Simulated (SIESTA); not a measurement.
The system is ZnCu2SnS4.

```
Sn Zn Cu S
1.0
    -2.71710    2.71710    5.42480
     2.71710   -2.71710    5.42480
     2.71710    2.71710   -5.42480
Sn Zn Cu S
1 1 2 4
Direct
  0.50000 0.50000 0.00000
  0.25000 0.75000 0.50000
  0.75000 0.25000 0.50000
  0.00000 0.00000 0.00000
  0.62799 0.62839 0.51280
  0.88481 0.37201 0.00040
  0.11559 0.11519 0.48720
  0.37161 0.88441 0.99960
```

```yaml
Program: SIESTA 5.4.2
Task: single point
Functional: PBE
Potentials_or_basis: PseudoDojo 0.4 standard (PBE files)
Basis: DZP (energy shift 0.003 Ry; two zetas on semicore shells)
Grid_cutoff: 800 Ry
Energy_shift: 0.003 Ry
k_mesh: 7 × 7 × 7
Occupations: fermi-dirac, width 0.05 eV
Spin: no spin polarisation
```

On this cell: pressure 3.1 GPa; largest force 0.725 eV/Å; band gap on the k mesh 0.55 eV, direct.

The same run follows on a disturbed copy (atoms moved at random, drawn with an rms of 0.05 Å):

```xyz
8
Lattice="-2.7171 2.7171 5.4248 2.7171 -2.7171 5.4248 2.7171 2.7171 -5.4248" Properties=species:S:1:pos:R:3 pbc="T T T"
Sn   -0.0374   -0.0128    5.4491
Zn    2.7226    0.0235    2.7459
Cu    0.0075    2.7316    2.7170
Cu    0.0214    0.0183   -0.0404
S     1.3517    1.3676    4.0882
S    -1.3896    1.4295    6.9087
S     1.3343    1.3419   -1.4372
S     4.1597    1.3562    1.3937
```

Q: What does the disturbed cell give?

A: The energy moves by +7.7 meV/atom; pressure 3.1 GPa; largest force 1.235 eV/Å; band gap on the k mesh 0.52 eV, direct.

Forces in eV/Å, atoms in the order of the input:
```
Sn  -0.158  0.056  0.548
Zn   0.134  0.402 -0.126
Cu   0.064 -0.096  0.092
Cu   0.012 -0.077  0.138
S    0.542  0.974 -0.530
S   -0.569 -0.030 -0.532
S   -0.226 -0.806  0.160
S    0.200 -0.425  0.248
```

Stress tensor (GPa, compression positive):
```
 3.23  0.67  0.30
 0.67  3.25 -0.06
 0.30 -0.06  2.85
```

Caveats: short orbitals over semicore shells can move pressures by several GPa; the valence orbitals were made in a potential fitted to the semicore shell under them, which widens gaps by tenths of an eV or more; spin-orbit coupling is left out, which moves the levels of the heavy elements; an odd mesh through Γ misses points on the zone boundary, where band edges often lie; the basis of atomic orbitals isn't converged, which shifts pressures, moduli and gaps.
